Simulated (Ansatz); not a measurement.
# ZnO: lattice vibrations

How does the lattice vibrate, and how do the modes shift with volume? Displacements sample a 1×1×1 mesh. Runs: reference run (LAPW); volume scaled by 0.985 (LAPW); volume scaled by 1.015 (LAPW); mode Grüneisen parameters (LAPW). Companion runs by PAW are cited.

Program: Ansatz 0.2.0. Level of theory: DFT LDA, all-electron LAPW, scalar-relativistic unless said. These are calculated values, not measurements.

1 further run of the same task is left out (it didn't finish).

## Step 1: The starting structure

It takes space group P6_3mc (No. 186, hexagonal). The conventional cell has a = 3.187 Å, b = 3.187 Å, c = 5.152 Å, α = 90.00°, β = 90.00°, γ = 120.00°. Zn (site symmetry 3m) is surrounded by 4 O at 1.94 to 1.95 Å. O (site symmetry 3m) has 4 Zn at 1.94 to 1.95 Å as nearest neighbours.

As a file:

```cif
data_structure
_symmetry_space_group_name_H-M 'P6_3mc'
_symmetry_Int_Tables_number 186
_cell_length_a 3.1871
_cell_length_b 3.1871
_cell_length_c 5.1525
_cell_angle_alpha 90.000
_cell_angle_beta 90.000
_cell_angle_gamma 120.000
_cell_volume 45.32
loop_
_atom_site_label
_atom_site_type_symbol
_atom_site_symmetry_multiplicity
_atom_site_Wyckoff_symbol
_atom_site_fract_x
_atom_site_fract_y
_atom_site_fract_z
_atom_site_occupancy
Zn1 Zn 2 b 0.33333 0.66667 0.50029 1
O1 O 2 b 0.66667 0.33333 0.37872 1
```

Cartesian axes are those of the input's lattice vectors. The structure goes back to a database entry.

## Step 2: Reference run, LAPW

File input.yaml:

```yaml
crystal:
  lattice:
    - [3.18710026017, 0.0, 0.0]
    - [-1.59355013009, 2.76010978972, 0.0]
    - [0.0, 0.0, 5.15246168104]
  atoms:
    - { symbol: Zn, position: [0.333333333333, 0.666666666667, 0.500287160889] }
    - { symbol: Zn, position: [0.666666666667, 0.333333333333, 0.000287160889] }
    - { symbol: O, position: [0.666666666667, 0.333333333333, 0.378722839111] }
    - { symbol: O, position: [0.333333333333, 0.666666666667, 0.878722839111] }
kpoints:
  mp_grid: { grid: [8, 8, 4] }
scf:
  occupations: { method: fixed }
hamiltonian:
  xc: lda
  pseudopotentials: { kind: all_electron, lapw: { basis_error: 0.001 } }
phonons:
  supercell: [1, 1, 1]
```

Command:

```sh
> ansatz run input.yaml --threads 1 --pin off --max-ram 3072MiB --backend cpu --events-out ev --progress --plain --runs-dir out
```

Standard output, shortened:

```text
LAPW: plane waves up to 11.143 Å⁻¹, error target 1.0e-3 eV per atom; small_component_spin mean_spin; O in spheres of 0.843 Å, 8 of its electrons in bands, Dirac shells []; Zn in spheres of 1.042 Å, 20 of its electrons in bands, Dirac shells [] (how accurate: [...]
Pseudopotentials: kind: all_electron
Pseudopotential: Zn, LAPW, valence charge 20, lapw/all_electron/scalar/gaussian/Zn, Koelling and Harmon's equation, gaussian nucleus
Pseudopotential: O, LAPW, valence charge 8, lapw/all_electron/scalar/gaussian/O, Koelling and Harmon's equation, gaussian nucleus
Functional definition: SPW92
[...]
davidson cushion auto → on  (no smearing: the cushion is to keep the highest requested band from converging to the state above it; pin scf.eigensolver.cushion to override)
Crystal: 4 atoms, lattice volume = 45.325 Å³
Basis set: ecut = 473.08634119662884 eV, 1087 PW (Γ), exchange–correlation at level 2
Bands: 34, of which v1, the nominal top of the filled ones, is band 28 counted from 1 (27 counted from 0)
Symmetry: 12 space group operations
k-points: 30 of 256 (time reversal used)
[...]
SCF iter   1: F=—  HF=-101677.209290 eV  |F-HF|=—  |Δ(HF+E_count)|=         —  Δρ=1.15e-1  dr2=7.08e0  ethr=1.26e-2  ⟨swp⟩=2.0  Hψ=6556  notcnv=0
[...]
the basis was enlarged: its passes take 195.8 KiB over the memory plan, 1 of 1 planned eigensolver slots
[...]
Symmetry: 2 space group operations
[...]
SCF iter   8: F=-101674.142695 eV  HF=-101674.142695 eV  |F-HF|=8.29e-10  |Δ(HF+E_count)|=  3.64e-10  Δρ=8.15e-7  dr2=6.06e-10  ethr=1.17e-11 (applied; sched 6.07e-12)  ⟨swp⟩=2.9  Hψ=8191  notcnv=0
[...]
SCF converged after 11 iterations
Free energy (F): -101674.143195 eV
[...]
E sigma→0 (E₀):  -101674.143195 eV
Fermi energy:    9.477257 eV
[...]
--- Forces (eV/Å), atoms counted from 1 ---
  atom   1  Zn    -0.00000000     0.00000000     0.00044331
  atom   2  Zn     0.00000000    -0.00000000     0.00044331
  atom   3  O      0.00000000    -0.00000000    -0.00044291
  atom   4  O     -0.00000000     0.00000000    -0.00044291
[...]
--- Band table (eV; the first three rows and the last of 30) ---
[...]
--- Phonons: 4 displaced members + reference (amplitude 0.01 Å, Σ member SCF iterations 33) ---
  symmetry images taken by strict's conditions (phonons.symmetry_images: auto; settled by no image being taken that strict refuses)
  ASR residual: 2.510e-3 → 0.000e0 eV/Å²; symmetrization residual: 2.420e-3 eV/Å²
  largest component of a force at the reference: 4.4e-4 eV/Å
  ASR residual per site (eV/Å²): 2.51e-3 2.51e-3 1.99e-3 1.99e-3
  Γ frequencies (cm⁻¹): 0.00 0.00 0.00 90.22 90.22 261.48 392.64 411.34 411.34 443.76 443.76 554.66
  density of states and harmonic sums: on the 22×22×12 q-mesh, interpolated from the force constants of a 1×1×1 supercell (no non-analytic term)
  largest difference from the sums on the solved wave vectors: F 3.47e-1 eV, S 6.05e-4 and C_V 2.58e-4 eV/K
[...]
```

Run time: 7.8 min. Hardware: 1 thread of Arm Neoverse V1, shared host; peak memory 0.61 GiB.

Wavenumbers in cm⁻¹ (negative: unstable):

| q | modes |
| --- | --- |
| Γ | 0.0 0.0 0.0 90.2 90.2 261.5 392.6 411.3 411.3 443.8 443.8 554.7 |

## Step 3: Volume scaled by 0.985, LAPW

Edit input.yaml of step 2 so:

```diff
@@ -2,5 +2,5 @@
   lattice:
-    - [3.18710026017, 0.0, 0.0]
-    - [-1.59355013009, 2.76010978972, 0.0]
-    - [0.0, 0.0, 5.15246168104]
+    - [3.17108441067, 0.0, 0.0]
+    - [-1.58554220534, 2.74623965719, 0.0]
+    - [0.0, 0.0, 5.1265694768]
   atoms:
```

Command:

```sh
> ansatz run input.yaml --threads 1 --pin off --max-ram 3072MiB --backend cpu --events-out ev --progress --plain --runs-dir out
```

Standard output, shortened:

```text
LAPW: plane waves up to 11.203 Å⁻¹, error target 1.0e-3 eV per atom; small_component_spin mean_spin; O in spheres of 0.838 Å, 8 of its electrons in bands, Dirac shells []; Zn in spheres of 1.038 Å, 20 of its electrons in bands, Dirac shells [] (how accurate: [...]
[... 4 set-up lines as earlier in the session ...]
[...]
davidson cushion auto → on  (no smearing: the cushion is to keep the highest requested band from converging to the state above it; pin scf.eigensolver.cushion to override)
Crystal: 4 atoms, lattice volume = 44.645 Å³
[...]
  atom   2  Zn    -0.00000000    -0.00000000     0.00179802
  atom   3  O     -0.00000000     0.00000000    -0.00179762
  atom   4  O      0.00000000     0.00000000    -0.00179762
[...]
--- Band table (eV; the first three rows and the last of 30) ---
[...]
--- Phonons: 4 displaced members + reference (amplitude 0.01 Å, Σ member SCF iterations 33) ---
  symmetry images taken by strict's conditions (phonons.symmetry_images: auto; settled by no image being taken that strict refuses)
  ASR residual: 2.662e-3 → 0.000e0 eV/Å²; symmetrization residual: 2.555e-3 eV/Å²
  largest component of a force at the reference: 1.8e-3 eV/Å
  ASR residual per site (eV/Å²): 2.66e-3 2.66e-3 2.16e-3 2.16e-3
  Γ frequencies (cm⁻¹): 0.00 0.00 0.00 87.43 87.43 264.93 405.02 423.78 423.78 457.08 457.08 566.39
  density of states and harmonic sums: on the 22×22×12 q-mesh, interpolated from the force constants of a 1×1×1 supercell (no non-analytic term)
  largest difference from the sums on the solved wave vectors: F 3.33e-1 eV, S 5.92e-4 and C_V 2.58e-4 eV/K
[...]
```

Run time: 7.9 min. Hardware: 1 thread of Arm Neoverse V1, shared host; peak memory 0.62 GiB.

Wavenumbers in cm⁻¹ (negative: unstable):

| q | modes |
| --- | --- |
| Γ | 0.0 0.0 0.0 87.4 87.4 264.9 405.0 423.8 423.8 457.1 457.1 566.4 |

## Step 4: Volume scaled by 1.015, LAPW

Edit input.yaml of step 3 so:

```diff
@@ -2,5 +2,5 @@
   lattice:
-    - [3.17108441067, 0.0, 0.0]
-    - [-1.58554220534, 2.74623965719, 0.0]
-    - [0.0, 0.0, 5.1265694768]
+    - [3.20295674138, 0.0, 0.0]
+    - [-1.60147837069, 2.77384190526, 0.0]
+    - [0.0, 0.0, 5.17809624071]
   atoms:
```

Command:

```sh
> ansatz run input.yaml --threads 1 --pin off --max-ram 3072MiB --backend cpu --events-out ev --progress --plain --runs-dir out
```

Standard output, shortened:

```text
LAPW: plane waves up to 11.084 Å⁻¹, error target 1.0e-3 eV per atom; small_component_spin mean_spin; O in spheres of 0.848 Å, 8 of its electrons in bands, Dirac shells []; Zn in spheres of 1.047 Å, 20 of its electrons in bands, Dirac shells [] (how accurate: [...]
[... 4 set-up lines as earlier in the session ...]
[...]
davidson cushion auto → on  (no smearing: the cushion is to keep the highest requested band from converging to the state above it; pin scf.eigensolver.cushion to override)
Crystal: 4 atoms, lattice volume = 46.005 Å³
[...]
  atom   2  Zn     0.00000000     0.00000000    -0.00077643
  atom   3  O      0.00000000     0.00000000     0.00077687
  atom   4  O      0.00000000    -0.00000000     0.00077687
[...]
--- Band table (eV; the first three rows and the last of 30) ---
[...]
--- Phonons: 4 displaced members + reference (amplitude 0.01 Å, Σ member SCF iterations 34) ---
  symmetry images taken by strict's conditions (phonons.symmetry_images: auto; settled by no image being taken that strict refuses)
  ASR residual: 2.428e-3 → 0.000e0 eV/Å²; symmetrization residual: 2.288e-3 eV/Å²
  largest component of a force at the reference: 7.8e-4 eV/Å
  ASR residual per site (eV/Å²): 2.43e-3 2.43e-3 1.99e-3 1.99e-3
  Γ frequencies (cm⁻¹): 0.00 0.00 0.00 92.64 92.64 258.00 380.59 399.24 399.24 430.81 430.81 543.37
  density of states and harmonic sums: on the 22×22×12 q-mesh, interpolated from the force constants of a 1×1×1 supercell (no non-analytic term)
  largest difference from the sums on the solved wave vectors: F 3.60e-1 eV, S 6.18e-4 and C_V 2.58e-4 eV/K
[...]
```

Wall time 8 min (1 thread of Arm Neoverse V1, shared host); peak memory 0.62 GiB.

Wavenumbers in cm⁻¹ (negative: unstable):

```
q                                                            modes
Γ  0.0 0.0 0.0 92.6 92.6 258.0 380.6 399.2 399.2 430.8 430.8 543.4
```

## Step 5: Mode Grüneisen parameters, LAPW

These follow from the three phonon runs above, mode by mode: γ = −d ln ω / d ln V.

```
q  wavenumber (cm⁻¹)      γ
Γ            90.2 ×2  -1.92
Γ              261.5   0.88
Γ              392.6   2.08
Γ           411.3 ×2   1.99
Γ           443.8 ×2   1.97
Γ              554.7   1.38
```

## Step 6: Side by side

PAW rows come from companion runs at the same settings.

| run | volume (Å³/atom) | lowest on the mesh (cm⁻¹) | highest on the mesh, without the LO shift (cm⁻¹) | zero-point energy (meV/atom) |
| --- | --- | --- | --- | --- |
| reference run, LAPW | 11.331 | 0.0 | 554.7 | 55.0 |
| volume scaled by 0.985, LAPW | 11.161 | 0.0 | 566.4 | 56.4 |
| volume scaled by 1.015, LAPW | 11.501 | 0.0 | 543.4 | 53.6 |
| reference run, PAW | 11.331 | 0.0 | 553.1 | 54.7 |
| volume scaled by 0.985, PAW | 11.161 | 0.0 | 564.7 | 56.1 |
| volume scaled by 1.015, PAW | 11.501 | 0.0 | 541.9 | 53.4 |
| linear response at the zone centre with the field response, PAW | 11.331 | 0.0 | 553.1 | – |

Optical modes at Γ (point group 6mm), without the LO shift:

```
 cm⁻¹  modes  symmetry           active in  moves most
 90.2      2        E2               Raman          Zn
261.5      1        B1              silent          Zn
392.6      1        A1  infrared and Raman           O
411.3      2        E1  infrared and Raman           O
443.8      2        E2               Raman           O
554.7      1        B1              silent           O
```

## Step 7: Summary of results

| quantity | value |
| --- | --- |
| highest mode on the mesh, without the LO shift (LAPW) | 555 cm⁻¹ |
| optical modes at Γ | 90 (E2), 261 (B1), 393 (A1), 411 (E1), 444 (E2), 555 (B1) cm⁻¹ |
| mean Grüneisen parameter at 300 K (LAPW) | 0.71 |

What this shows: No mode at Γ is unstable, and no other wavevector was sampled; the highest lies at 555 cm⁻¹ by LAPW. Weighted by heat capacity at 300 K the mean Grüneisen parameter of the sampled modes is 0.71; optical modes at Γ alone don't fix the expansion. Some modes have negative γ and soften under compression. PAW differs from LAPW by at most 2.8 cm⁻¹. Each set of modes is computed in the harmonic approximation. Cautions: zone-boundary modes aren't tested.
